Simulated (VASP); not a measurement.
# SnTe (Fm-3m) in VASP: further runs

Runs on SnTe. Level: PBE. Tasks: single point.

All numbers are computed with VASP 6.6.1; they aren't measurements. Logs are shortened: lines on timing, memory, paths and dates and some standing lists are left out, and cuts for length are marked.

**The experiment to reproduce.**

From a printed reference work, textbook, for a bulk crystal of SnTe at 300 K: band gap 0.18 eV (direct).

The results are compared with them further down.

### 1 The cell of the first run

Symmetry: Fm-3m, No. 225, cubic system. Conventional cell: a = 6.313 Å, b = 6.313 Å, c = 6.313 Å, α = 90.00°, β = 90.00°, γ = 90.00°. Sn (site symmetry m-3m) has 6 Te at 3.16 Å within 4.2 Å. Within 4.2 Å of Te (site symmetry m-3m) lie 6 Sn at 3.16 Å.

### 2 Single point, PBE

The input, INCAR:

```
SYSTEM = SnTe
  PREC = Accurate
  ENCUT = 520
  EDIFF = 1E-6
  ISMEAR = 0
  SIGMA = 0.03
  LREAL = .FALSE.
  LASPH = .TRUE.
  NELM = 60
  ALGO = Normal
  ISIF = 2
  LWAVE = .FALSE.
  LCHARG = .FALSE.
  GGA = PE
  NBANDS = 17
```

The input, KPOINTS:

```
regular mesh
0
G
  10 10 10
  0 0 0
```

The input, POSCAR:

```
SnTe
1.0
    0.0000000000      3.1565000000      3.1565000000
    3.1565000000      0.0000000000      3.1565000000
    3.1565000000      3.1565000000      0.0000000000
Sn Te
1 1
Direct
    0.0000000000      0.0000000000      0.0000000000
    0.5000000000      0.5000000000      0.5000000000
```

Potentials or basis: VASP PAW PBE potentials, release 64 (Sn_d, Te).

Launch:

```console
$ cat potpaw_PBE.64/Sn_d/POTCAR potpaw_PBE.64/Te/POTCAR > POTCAR
$ mpirun -np 1 vasp_std > vasp.out
```

OUTCAR:

```text
SYSTEM = SnTe
   PREC = Accurate
   ENCUT = 520
   EDIFF = 1E-6
   ISMEAR = 0
   LREAL = .FALSE.
   LASPH = .TRUE.
   NELM = 60
   ISIF = 2
   GGA = PE

 ion  position               nearest neighbor table
   1  0.000  0.000  0.000-   2 3.16   2 3.16   2 3.16   2 3.16   2 3.16   2 3.16
   2  0.500  0.500  0.500-   1 3.16   1 3.16   1 3.16   1 3.16   1 3.16   1 3.16

  LATTYP: Found a face centered cubic cell.
 ALAT       =     6.3130000000

  Lattice vectors:

 A1 = (   0.0000000000,   3.1565000000,   3.1565000000)
 A2 = (   3.1565000000,   0.0000000000,   3.1565000000)
 A3 = (   3.1565000000,   3.1565000000,   0.0000000000)

Analysis of symmetry for initial positions (statically):
=====================================================================
 Subroutine PRICEL returns:
 Original cell was already a primitive cell.

 Routine SETGRP: Setting up the symmetry group for a
 face centered cubic supercell.

 Subroutine GETGRP returns: Found 48 space group operations
 (whereof 48 operations were pure point group operations)
 out of a pool of 48 trial point group operations.

The static configuration has the point symmetry O_h .

Analysis of symmetry for dynamics (positions and initial velocities):
=====================================================================
 Subroutine PRICEL returns:
 Original cell was already a primitive cell.

 Routine SETGRP: Setting up the symmetry group for a
 face centered cubic supercell.

 Subroutine GETGRP returns: Found 48 space group operations
 (whereof 48 operations were pure point group operations)
 out of a pool of 48 trial point group operations.

The dynamic configuration has the point symmetry O_h .

 Subroutine INISYM returns: Found 48 space group operations
 (whereof 48 operations are pure point group operations),
 and found     1 'primitive' translations

----------------------------------------------------------------------------------------

                                     Primitive cell

  volume of cell :      62.8995

  direct lattice vectors                    reciprocal lattice vectors
     0.000000000  3.156500000  3.156500000    -0.158403295  0.158403295  0.158403295
     3.156500000  0.000000000  3.156500000     0.158403295 -0.158403295  0.158403295
     3.156500000  3.156500000  0.000000000     0.158403295  0.158403295 -0.158403295

  length of vectors
     4.463965110  4.463965110  4.463965110     0.274362555  0.274362555  0.274362555

  position of ions in fractional coordinates (direct lattice)
[... 74 lines left out ...]
   LNONCOLLINEAR =      F non collinear calculations
   LSORBIT =      F    spin-orbit coupling
   LASPH  =      T    aspherical Exc in radial PAW
   ENCUT  =  520.0 eV  38.22 Ry    6.18 a.u.   8.30  8.30  8.30*2*pi/ulx,y,z
   NELM   =     60;   NELMIN=  2; NELMDL= -5     # of ELM steps
   EDIFF  = 0.1E-05   stopping-criterion for ELM
   LREAL  =      F    real-space projection
   EDIFFG = 0.1E-04   stopping-criterion for IOM
   NSW    =      0    number of steps for IOM
   IBRION =     -1    ionic relax: 0-MD 1-quasi-New 2-CG
   NFREE  =      0    steps in history (QN), initial steepest desc. (CG)
   ISIF   =      2    stress and relaxation
   ISYM   =      2    0-nonsym 1-usesym 2-fastsym
   POTIM  = 0.5000    time-step for ionic-motion
   TEBEG  =    0.0;   TEEND  =   0.0 temperature during run
   PSTRESS=    0.0 pullay stress
   NELECT =      20.0000    total number of electrons
   NUPDOWN=      -1.0000    fix difference up-down
   EMIN   =  10.00;   EMAX   =-10.00  energy-range for DOS
   EFERMI =   0.00;   METHOD = LEGACY
   ISMEAR =     0;   SIGMA  =   0.03  broadening in eV -4-tet -1-fermi 0-gaus
   EFERMI_NEDOS =   21; number of points for ismear=-14 and -15
   IALGO  =     38    algorithm
   IMIX   =      4    mixing-type and parameters
     AMIX     =   0.40;   BMIX     =  1.00
     AMIX_MAG =   1.60;   BMIX_MAG =  1.00
  volume/ion in A,a.u.               =      31.45       212.23
  Fermi-wavevector in a.u.,A,eV,Ry     =   1.117384  2.111549 16.987507  1.248547
  Thomas-Fermi vector in A             =   2.254006
   LORBIT       =      0    0 simple, 1 ext, 2 COOP (PROOUT), +10 PAW based schemes
   GGA     = PE    functional components
   LHFCALC =     F    Hartree Fock is set to
   AEXX    =    0.0000 exact exchange contribution
   IVDW    =     0    specifies the selected vdW correction
   LEPSILON=     F    determine dielectric tensor
   LRPA    =     F    only Hartree local field effects (RPA)
 non-spin polarized calculation
 Gauss-broadening in eV      SIGMA  =   0.03
  energy-cutoff  :      520.00
  volume of cell :       62.90
 maximum number of plane-waves:      1717
 NGX is ok and might be reduce to    36
   NGX = 17   NGY = 17   NGZ = 17

 number of electron      19.9999999 magnetization

 Free energy of the ion-electron system (eV)
  ---------------------------------------------------
  ext. energy  EPLUGINS =         0.00000000
  ---------------------------------------------------
  free energy    TOTEN  =        -7.54705114 eV

  energy without entropy =       -7.54702771  energy(sigma->0) =       -7.54703943

 E-fermi :   6.9464     XC(G=0):  -9.4702

 val. band max:        6.9067085336   @ k =   0.5000   0.0000   0.0000
 cond. band min:       6.9861710804   @ k =   0.5000   0.0000   0.0000
 fundamental gap:      0.0794625468
 Fermi energy:         6.9464398069

 k-point     1 :       0.0000    0.0000    0.0000
  band No.  band energies     occupation
      1     -15.0095      2.00000
      2     -15.0095      2.00000
      3     -15.0040      2.00000
      4     -15.0040      2.00000
      5     -15.0040      2.00000
      6      -5.8740      2.00000
[... 457 lines left out ...]
      4     -14.9960      2.00000
      5     -14.9957      2.00000
      6      -4.6966      2.00000
[... 9 lines left out ...]
     16      16.1177      0.00000
     17      16.5244      0.00000

 [... further k-points ...]
[... 5 lines left out ...]
  --------------------------------------------------------------------------------------
  -------------------------------------------------------------------------------------
  Total        0.7640650      0.7640650      0.7640650     -0.0000000      0.0000000      0.0000000
  in kB       19.4622720     19.4622720     19.4622720     -0.0000000      0.0000000      0.0000000
  external PRESSURE =      19.4622720 kB  Pullay stress =       0.0000000 kB

 VOLUME and BASIS-vectors are now :
 -----------------------------------------------------------------------------
  energy-cutoff  :      520.00
  volume of cell :       62.90
      direct lattice vectors                 reciprocal lattice vectors
     0.000000000  3.156500000  3.156500000    -0.158403295  0.158403295  0.158403295
     3.156500000  0.000000000  3.156500000     0.158403295 -0.158403295  0.158403295
     3.156500000  3.156500000  0.000000000     0.158403295  0.158403295 -0.158403295

 POSITION                                       TOTAL-FORCE (eV/Angst)
 -----------------------------------------------------------------------------------
      0.00000      0.00000      0.00000         0.000000      0.000000      0.000000
      3.15650      3.15650      3.15650         0.000000      0.000000      0.000000
 -----------------------------------------------------------------------------------
    total drift:                               -0.000000      0.000000      0.000000

  FREE ENERGIE OF THE ION-ELECTRON SYSTEM (eV)
  ---------------------------------------------------
  free  energy   TOTEN  =        -7.5470511445 eV

  energy  without entropy=       -7.5470277078  energy(sigma->0) =       -7.54703943
```

OSZICAR:

```text
N       E                     dE             d eps       ncg     rms          rms(c)
DAV:   1     0.123385818015E+03    0.12339E+03   -0.94663E+03  1625   0.135E+03
DAV:   2     0.374423196301E+01   -0.11964E+03   -0.11660E+03  1688   0.327E+02
DAV:   3    -0.727700119731E+01   -0.11021E+02   -0.10940E+02  2028   0.883E+01
DAV:   4    -0.758626032741E+01   -0.30926E+00   -0.30902E+00  1923   0.153E+01
DAV:   5    -0.759824183729E+01   -0.11982E-01   -0.11981E-01  2312   0.294E+00    0.457E+00
DAV:   6    -0.754521121672E+01    0.53031E-01   -0.12236E-01  2160   0.232E+00    0.287E+00
DAV:   7    -0.754663251285E+01   -0.14213E-02   -0.50976E-02  1891   0.109E+00    0.792E-01
DAV:   8    -0.754693151465E+01   -0.29900E-03   -0.70195E-03  2028   0.668E-01    0.173E-01
DAV:   9    -0.754705474018E+01   -0.12323E-03   -0.61934E-04  2230   0.241E-01    0.309E-02
DAV:  10    -0.754704568340E+01    0.90568E-05   -0.99496E-05  2097   0.849E-02    0.170E-02
DAV:  11    -0.754705135967E+01   -0.56763E-05   -0.42434E-05  1933   0.511E-02    0.275E-02
DAV:  12    -0.754705114446E+01    0.21521E-06   -0.25875E-06  1850   0.108E-02
   1 F= -.75470511E+01 E0= -.75470394E+01  d E =-.234367E-04
```

stdout:

```text
POSCAR found type information on POSCAR SnTe
 POSCAR found :  2 types and       2 ions
 scaLAPACK will be used
 LDA part: xc-table for (Slater+PW92), standard interpolation
 POSCAR, INCAR and KPOINTS ok, starting setup
 FFT: planning ... GRIDC
 FFT: planning ... GRID_SOFT
 FFT: planning ... GRID
 WAVECAR not read
 entering main loop
```

Run time: 36 s. Hardware: 1 thread of Intel Xeon Platinum 8259CL at 2.50GHz (Skylake/Cascade Lake), shared host; peak memory 0.22 GiB.

Results:

- Free energy: -7.5471 eV
- Pressure: 1.9 GPa
- Band gap on the k mesh: 0.08 eV, direct

Caveat: spin-orbit coupling is left out, which moves the levels of the heavy elements.

### 3 Single point, PBE

The input, INCAR:

```
PREC = Accurate
ENCUT = 520
EDIFF = 1E-6
ISMEAR = 0
SIGMA = 0.03
LREAL = F
LASPH = T
NELM = 100
ALGO = Normal
ISIF = 2
LWAVE = F
LCHARG = F
GGA = PE
NBANDS = 17
```

The input, KPOINTS:

```
Automatic mesh
0
Gamma
  10 10 10
```

POSCAR is that of step 2.

Potentials or basis: VASP PAW PBE potentials, release 64 (Sn_d, Te).

Launch:

```console
$ cat potpaw_PBE.64/Sn_d/POTCAR potpaw_PBE.64/Te/POTCAR > POTCAR
$ mpirun -np 1 vasp_std > vasp.out
```

It took 36 s on 1 thread of Intel Xeon Platinum 8259CL at 2.50GHz (Skylake/Cascade Lake), shared host; peak memory 0.23 GiB.

The run converged. Its results:

```yaml
Free_energy: -7.5471 eV
Pressure: 1.9 GPa
Band_gap_on_the_k_mesh: 0.08 eV, direct
```

Levels at points of the mesh, in eV from the valence-band top:
| k point | band 7 | band 8 | band 9 | band 10 | band 11 | band 12 | band 13 | band 14 |
| --- | --- | --- | --- | --- | --- | --- | --- | --- |
| (0.00, 0.00, 0.00) | -4.71 | -2.15 | -2.15 | -2.15 | 3.32 | 3.32 | 3.32 | 4.74 |
| (0.50, 0.00, 0.00) | -8.32 | -1.81 | -1.81 | 0.00 | 0.08 | 0.36 | 0.36 | 7.76 |
| (0.50, 0.50, 0.00) | -6.48 | -5.56 | -3.73 | -3.73 | 2.18 | 4.89 | 4.89 | 6.34 |

Caveat: spin-orbit coupling is left out, which moves the levels of the heavy elements.

### 4 Comparison with measurements

Step 2. Measured gap of SnTe: 0.18 eV (direct; 300 K; a printed reference work, textbook). This calculation gives 0.08 eV (-0.10 eV). Spin-orbit coupling on Sn, Te is left out. The value is that of PBE on a finite k mesh, which can miss the band edges, without temperature or zero-point motion. Semilocal functionals fall short of measured gaps as a rule.

Step 3. A measured gap of SnTe is 0.18 eV (direct; 300 K; a printed reference work, textbook); the calculated 0.08 eV misses it by -0.10 eV. Spin-orbit coupling on Sn, Te is left out. The value is that of PBE on a finite k mesh, which can miss the band edges, without temperature or zero-point motion. Semilocal functionals fall short of measured gaps as a rule.
